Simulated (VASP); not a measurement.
Set up this calculation in VASP 6.6.1, as the native input.

```yaml
Task: relaxation of cell and atoms
Functional: LDA
Potentials_or_basis: VASP PAW LDA potentials, release 64 (Se, Sn_d)
Cutoff: 600 eV
k_mesh: 10 × 10 × 10
Occupations: gaussian, width 0.03 eV
Spin: no spin polarisation
Further_INCAR_settings: ALGO = Fast; EDIFF = 1e-07; IBRION = 2; EDIFFG = -0.01; NSW = 40; ISIF = 3
```

The structure of SnSe lies in POSCAR:

```
SnSe
1.0
    0.0000000000      3.0000000000      3.0000000000
    3.0000000000      0.0000000000      3.0000000000
    3.0000000000      3.0000000000      0.0000000000
Se Sn
1 1
Direct
    0.5000000000      0.5000000000      0.5000000000
    0.0000000000      0.0000000000      0.0000000000
```

The cell was built by a generator and needn't be a form met in nature.

These files were run (other wordings do the same):

INCAR

```
PREC = Accurate
ENCUT = 600
EDIFF = 1E-7
ISMEAR = 0
SIGMA = 0.03
LREAL = False
LASPH = True
NELM = 100
ALGO = Fast
ISIF = 3
LWAVE = False
LCHARG = False
GGA = CA
IBRION = 2
NSW = 40
EDIFFG = -0.01
```

KPOINTS

```
Automatic mesh
0
Gamma
  10 10 10
```

Potentials or basis: VASP PAW LDA potentials, release 64 (Se, Sn_d).

Launch:

```bash
$ cat potpaw_LDA.64/Se/POTCAR potpaw_LDA.64/Sn_d/POTCAR > POTCAR
$ mpirun -np 1 vasp_std > vasp.out
```

Results of the run:

The relaxed volume is 25.68 Å³/atom, the relaxed cell is a = 4.173 Å, b = 4.173 Å, c = 4.173 Å, α = 60.00°, β = 60.00°, γ = 60.00° and the space group after relaxing (to 0.05 Å) is Fm-3m (No. 225). The energy gained by relaxing is 11.5 meV/atom. The ionic steps are 3, the pressure after relaxing is 0.0 GPa and the band gap on the k mesh is 0.43 eV, indirect (least direct gap 0.57 eV).

Caveat: spin-orbit coupling is left out, which moves the levels of the heavy elements.

Wall time 120 s on 1 thread of Intel(R) Xeon(R) Platinum 8259CL CPU @ 2.50GHz (Skylake/Cascade Lake), on a shared host, peak memory 0.22 GiB.
